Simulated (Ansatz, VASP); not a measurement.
# InAs: VASP beside Ansatz

Wanted: the spread between two codes on one cell, functional and k mesh. The cell is taken from a series of VASP runs on this material, whose earlier steps may have relaxed, scaled or displaced it; both programs get it as it stands.

Calculated with Ansatz 0.2.0; plane waves, with VASP 6.6.1 beside it; zone-centre phonons at PBEsol.

## (1) The structure

It takes space group F-43m (No. 216, cubic). The conventional cell has a = 6.091 Å, b = 6.091 Å, c = 6.091 Å, α = 90.00°, β = 90.00°, γ = 90.00°. Nearest to In lie 4 As at 2.64 Å. Nearest to As lie 4 In at 2.64 Å. Farther neighbours are not listed.

## (2) VASP: zone-centre phonons, PBEsol

Second derivatives magnify differences that forces hide, and they need a tight electronic threshold.

Lines of VASP's logs that name or quote its potential files are left out, and so is its time.

Contents of INCAR:

```
SYSTEM = InAs
PREC = Accurate
ENCUT = 450
EDIFF = 1E-08
NELM = 100
ISMEAR = 1
SIGMA = 0.15
LREAL = .FALSE.
ALGO = Normal
GGA = PS
NBANDS = 15
LORBIT = 11
LWAVE = .FALSE.
LCHARG = .FALSE.
KPAR = 4
IBRION = 8
ISIF = 2
```

Contents of POSCAR:

```
InAs
1.0
    0.0000000000      3.0456598366      3.0456598366
    3.0456598366      0.0000000000      3.0456598366
    3.0456598366      3.0456598366      0.0000000000
In As
1 1
Direct
    0.0000000000      0.0000000000      0.0000000000
    0.7500000000      0.7500000000      0.7500000000
```

Contents of KPOINTS:

```
Automatic mesh
0
Gamma
12 12 12
0 0 0
```

Potentials, in the order of the species: In_d and As (PBE family, release 64).

Command:

```
$ mpirun -np 4 vasp_std
```

Numbers of over 12 decimals in the logs are rounded to 6 here.

The log of the run:

```text
[banner, memory and clock lines left out]
running    4 mpi-ranks, on    1 nodes
 distrk:  each k-point on    1 cores,    4 groups
 distr:  one band on    1 cores,    1 groups

 POSCAR found type information on POSCAR InAs
 POSCAR found :  2 types and       2 ions
|                                                                             |
|               ----> ADVICE to this user running VASP <----                  |
|                                                                             |
|     You enforced a specific xc type in the INCAR file but a different       |
|     [... a line on the potential file left out ...]
|     I HOPE YOU KNOW WHAT YOU ARE DOING!                                     |
|                                                                             |

 LDA part: xc-table for (Slater+PW92), standard interpolation
 POSCAR, INCAR and KPOINTS ok, starting setup
 FFT: planning ... GRIDC
 FFT: planning ... GRID_SOFT
 FFT: planning ... GRID
 WAVECAR not read
 entering main loop
       N       E                     dE             d eps       ncg     rms          rms(c)
DAV:   1     0.107402164147E+03    0.10740E+03   -0.77427E+03  2189   0.116E+03
DAV:   2    -0.138822362771E+01   -0.10879E+03   -0.10471E+03  2335   0.283E+02
DAV:   3    -0.858935827716E+01   -0.72011E+01   -0.71645E+01  2769   0.764E+01
DAV:   4    -0.877141699403E+01   -0.18206E+00   -0.18201E+00  2637   0.137E+01
DAV:   5    -0.878048962912E+01   -0.90726E-02   -0.90725E-02  3261   0.257E+00    0.430E+00
DAV:   6    -0.852082411574E+01    0.25967E+00   -0.39816E-01  3392   0.118E+01    0.236E+00
DAV:   7    -0.849068029528E+01    0.30144E-01   -0.10693E-01  3095   0.334E+00    0.677E-01
DAV:   8    -0.848914514292E+01    0.15352E-02   -0.12290E-02  2773   0.134E+00    0.188E-01
DAV:   9    -0.848939136531E+01   -0.24622E-03   -0.87522E-04  2714   0.287E-01    0.108E-01
DAV:  10    -0.848945693046E+01   -0.65565E-04   -0.11844E-04  3327   0.153E-01    0.664E-02
DAV:  11    -0.848947575304E+01   -0.18823E-04   -0.53909E-05  2503   0.103E-01    0.500E-02
DAV:  12    -0.848947593737E+01   -0.18434E-06   -0.54752E-06  2427   0.236E-02    0.826E-03
DAV:  13    -0.848947603670E+01   -0.99323E-07   -0.11528E-06  2846   0.588E-03    0.402E-03
DAV:  14    -0.848947598969E+01    0.47009E-07   -0.65906E-08  2615   0.252E-03    0.155E-03
DAV:  15    -0.848947603795E+01   -0.48266E-07   -0.25119E-09  2025   0.720E-04    0.526E-04
DAV:  16    -0.848947605343E+01   -0.15473E-07   -0.15953E-09  1507   0.337E-04    0.104E-04
DAV:  17    -0.848947605581E+01   -0.23872E-08   -0.96624E-10  1346   0.227E-04
   1 F= -.84894761E+01 E0= -.84895360E+01  d E =0.179968E-03
 Linear response reoptimize wavefunctions to high precision
DAV:   1    -0.848947605712E+01   -0.13119E-08   -0.16371E-10  1759   0.154E-04
DAV:   2    -0.848947605710E+01    0.25011E-10   -0.51088E-11  1332   0.646E-05
 Linear response DOF=           2
 Linear response progress:
  Degree of freedom:   1/  2
       N       E                     dE             d eps       ncg     rms          rms(c)
RMM:   1    -0.233362090346E+00   -0.23336E+00   -0.97778E-02 11339   0.484E+00
RMM:   2    -0.235881737824E+00   -0.25196E-02   -0.12969E-02 14241   0.102E+00    0.774E-02
RMM:   3    -0.235800505048E+00    0.81233E-04   -0.15425E-03 15454   0.315E-01    0.372E-02
RMM:   4    -0.235578189018E+00    0.22232E-03   -0.16327E-04 15900   0.107E-01    0.203E-02
RMM:   5    -0.235502653388E+00    0.75536E-04   -0.33280E-05 16380   0.392E-02    0.669E-03
RMM:   6    -0.235493410109E+00    0.92433E-05   -0.20283E-05 16438   0.132E-02    0.186E-03
RMM:   7    -0.235501762280E+00   -0.83522E-05   -0.14997E-05 16653   0.384E-03    0.607E-04
RMM:   8    -0.235498957864E+00    0.28044E-05   -0.15307E-06 16643   0.165E-03    0.307E-04
RMM:   9    -0.235499043498E+00   -0.85634E-07   -0.24728E-06 17216   0.708E-04    0.491E-05
RMM:  10    -0.235499042189E+00    0.13086E-08   -0.13327E-06 17578   0.294E-04    0.400E-05
RMM:  11    -0.235498987142E+00    0.55047E-07   -0.51250E-07 17410   0.145E-04    0.211E-05
RMM:  12    -0.235498978269E+00    0.88728E-08   -0.20078E-07 17463   0.791E-05    0.584E-06
RMM:  13    -0.235499001241E+00   -0.22972E-07   -0.14492E-07 17106   0.464E-05    0.209E-06
RMM:  14    -0.235498989548E+00    0.11693E-07   -0.47484E-08 15440   0.279E-05    0.199E-06
RMM:  15    -0.235498981840E+00    0.77083E-08   -0.48475E-08 12072   0.190E-05    0.118E-06
 first order change of Fermi-energy  -0.45219E-04
 force on displaced ion       1 direction 1 :  -7.244  -0.000  -0.000
 Linear response progress:
  Degree of freedom:   2/  2
       N       E                     dE             d eps       ncg     rms          rms(c)
RMM:   1    -0.466565485367E-01   -0.46657E-01    0.64911E-02 17143   0.151E+00
RMM:   2    -0.443284818960E-01    0.23281E-02    0.14023E-03 13255   0.555E-01    0.105E-01
RMM:   3    -0.450033682055E-01   -0.67489E-03   -0.18138E-03 15497   0.232E-01    0.455E-02
RMM:   4    -0.451916520008E-01   -0.18828E-03   -0.14596E-04 15755   0.773E-02    0.107E-02
RMM:   5    -0.452300845113E-01   -0.38433E-04   -0.18535E-05 16150   0.307E-02    0.511E-03
RMM:   6    -0.452167721296E-01    0.13312E-04   -0.26257E-06 15655   0.842E-03    0.162E-03
RMM:   7    -0.452150745944E-01    0.16975E-05   -0.12954E-07 17076   0.248E-03    0.113E-03
RMM:   8    -0.452155961928E-01   -0.52160E-06   -0.52707E-08 15844   0.109E-03    0.621E-04
RMM:   9    -0.452163295471E-01   -0.73335E-06    0.13520E-08 16110   0.389E-04    0.947E-05
RMM:  10    -0.452164378183E-01   -0.10827E-06    0.42610E-08 17604   0.149E-04    0.689E-05
RMM:  11    -0.452164395354E-01   -0.17171E-08   -0.68633E-08 16703   0.569E-05    0.127E-05
 first order change of Fermi-energy   0.30607E-03
 force on displaced ion       2 direction 1 :  -7.196   0.000   0.000
 Linear response finished
```

From OUTCAR (step 2):

```text
ion  position               nearest neighbor table
   1  0.000  0.000  0.000-   2 2.64   2 2.64   2 2.64   2 2.64
   2  0.750  0.750  0.750-   1 2.64   1 2.64   1 2.64   1 2.64

  LATTYP: Found a face centered cubic cell.
 ALAT       =     6.0913196732

 Subroutine GETGRP returns: Found 24 space group operations
 (whereof 24 operations were pure point group operations)

The static configuration has the point symmetry T_d .

 Found     72 irreducible k-points:

   k-points           NKPTS =     72   k-points in BZ     NKDIM =     72   number of bands    NBANDS=     15

   dimension x,y,z NGX =    30 NGY =   30 NGZ =   30
   dimension x,y,z NGXF=    60 NGYF=   60 NGZF=   60

   ENCUT  =  450.0 eV  33.07 Ry    5.75 a.u.   7.45  7.45  7.45*2*pi/ulx,y,z

   NELECT =      18.0000    total number of electrons

 k-points in reciprocal lattice and weights: Automatic mesh
   0.00000000  0.00000000  0.00000000       0.001
   0.08333333  0.00000000  0.00000000       0.005
   0.16666667  0.00000000  0.00000000       0.005
   0.25000000  0.00000000  0.00000000       0.005
   0.33333333  0.00000000  0.00000000       0.005
   0.41666667  0.00000000  0.00000000       0.005
   0.50000000  0.00000000  0.00000000       0.002
   0.08333333  0.08333333  0.00000000       0.003
   0.16666667  0.08333333  0.00000000       0.014
[...]
-0.33333333  0.50000000  0.16666667       0.007
  -0.25000000  0.50000000  0.25000000       0.003

 average (electrostatic) potential at core
       1 -96.6213       2 -49.7042

  Total        0.0007705      0.0007705      0.0007705      0.0000000      0.0000000      0.0000000
  in kB        0.0218491      0.0218491      0.0218491      0.0000000      0.0000000      0.0000000
  external PRESSURE =       0.0218491 kB  Pullay stress =       0.0000000 kB

  energy-cutoff  :      450.00
  volume of cell :       56.50
      direct lattice vectors                 reciprocal lattice vectors
     0.000000000  3.045659837  3.045659837    -0.164168038  0.164168038  0.164168038
     3.045659837  0.000000000  3.045659837     0.164168038 -0.164168038  0.164168038
     3.045659837  3.045659837  0.000000000     0.164168038  0.164168038 -0.164168038

 POSITION                                       TOTAL-FORCE (eV/Angst)
 -----------------------------------------------------------------------------------
      0.00000      0.00000      0.00000        -0.000000     -0.000000      0.000000
      4.56849      4.56849      4.56849         0.000000      0.000000     -0.000000
 -----------------------------------------------------------------------------------
    total drift:                               -0.000000     -0.000000     -0.000000

 Eigenvectors and eigenvalues of the dynamical matrix
 ----------------------------------------------------

   1 f  =    6.236378 THz    39.184316 2PiTHz  208.023167 cm-1    25.791574 meV
             X         Y         Z           dx          dy          dz
      0.000000  0.000000  0.000000     0.000000    0.629645    0.000000
      4.568490  4.568490  4.568490     0.000000   -0.776883    0.000000

   2 f  =    6.236378 THz    39.184316 2PiTHz  208.023167 cm-1    25.791574 meV
             X         Y         Z           dx          dy          dz
      0.000000  0.000000  0.000000    -0.629645    0.000000    0.000000
      4.568490  4.568490  4.568490     0.776883    0.000000    0.000000

   3 f  =    6.236378 THz    39.184316 2PiTHz  208.023167 cm-1    25.791574 meV
             X         Y         Z           dx          dy          dz
      0.000000  0.000000  0.000000     0.000000    0.000000   -0.629645
      4.568490  4.568490  4.568490     0.000000    0.000000    0.776883

   4 f/i=    0.010145 THz     0.063743 2PiTHz    0.338401 cm-1     0.041956 meV
             X         Y         Z           dx          dy          dz
      0.000000  0.000000  0.000000     0.776883    0.000000    0.000000
      4.568490  4.568490  4.568490     0.629645    0.000000    0.000000

   5 f/i=    0.010145 THz     0.063743 2PiTHz    0.338401 cm-1     0.041956 meV
             X         Y         Z           dx          dy          dz
      0.000000  0.000000  0.000000     0.000000   -0.776883    0.000000
      4.568490  4.568490  4.568490     0.000000   -0.629645    0.000000

   6 f/i=    0.010145 THz     0.063743 2PiTHz    0.338401 cm-1     0.041956 meV
             X         Y         Z           dx          dy          dz
      0.000000  0.000000  0.000000     0.000000    0.000000    0.776883
      4.568490  4.568490  4.568490     0.000000    0.000000    0.629645

 ELASTIC MODULI CONTR FROM IONIC RELAXATION (kBar)
 Direction    XX          YY          ZZ          XY          YZ          ZX
 --------------------------------------------------------------------------------
 XX          -0.0000     -0.0000      0.0000     -0.0000      0.0000      0.0000
 YY          -0.0000     -0.0000     -0.0000     -0.0000     -0.0000      0.0000
 ZZ           0.0000     -0.0000     -0.0000      0.0000     -0.0000      0.0000
 XY          -0.0000     -0.0000      0.0000   -206.9272      0.0000      0.0000
 YZ           0.0000     -0.0000     -0.0000      0.0000   -206.9272      0.0000
 ZX           0.0000      0.0000      0.0000      0.0000      0.0000   -206.9272
 --------------------------------------------------------------------------------
```

Energies printed during the response cycles are not total energies of the cell.

(Continued in part 2 of 2.)

[Lines on the potential files, build, host, timing and source positions are cut from VASP's logs without a mark.]

[Logs are printed without paths, hosts, clocks, repeated set-up lines and the standing remarks that a program may print on its own settings, such as how far it seeks lower states.]

[Hosts, paths, dates, database ids (printed as entryN), source tags and the programs' standing remarks are cut or masked in the printed files.]
